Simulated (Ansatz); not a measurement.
Compressing Cr: a fit and a missing row

Cr, Im-3m, a = 2.814 Å. Ansatz: PBEsol, PAW, 420 eV, Γ-centred 20×20×20 mesh on 1 atom, Gaussian smearing 0.10 eV; no spin polarisation. Symmetry fixes shape and atoms, so the cell is only scaled; pressure is positive in compression.

| V (Å³/atom) | P (GPa) |
| --- | --- |
| 9.806 | ? |
| 10.141 | 32.47 |
| 10.475 | 19.92 |
| 10.809 | 9.17 |
| 11.143 | 0.00 |
| 11.478 | -7.84 |
| 11.812 | -14.53 |
| 12.258 | -21.94 |

Question: Take V0 = 11.143 Å³/atom, fit the third-order Birch–Murnaghan form to the other rows, and predict the missing pressure.

Answer: With the Eulerian strain f = ½[(V0/V)^(2/3) − 1] and y = P/[3f(1 + 2f)^(5/2)], the form is the line y = B0 + 1.5 B0 (B0′ − 4) f. Rows (f, y): 0.03242, 285.3; 0.02104, 284.7; 0.01025, 283.5; -0.00978, 280.7; -0.01906, 280.0; -0.03080, 278.4. Means f = 0.0006783, y = 282.10; Σ(Δf)² = 0.003004, ΣΔfΔy = 0.3405; the slope is their ratio. y = 282.0 + 113.4 f GPa, so B0 = 282.0 GPa and B0′ = 4 + 2 × (113.4)/(3 × 282.0) = 4.27. At V = 9.806, f = 0.04447, y = 287.04 and P = 47.39 GPa. The run gave 47.11 GPa, so the fit is 0.28 GPa too high, a small miss on the scale of the series.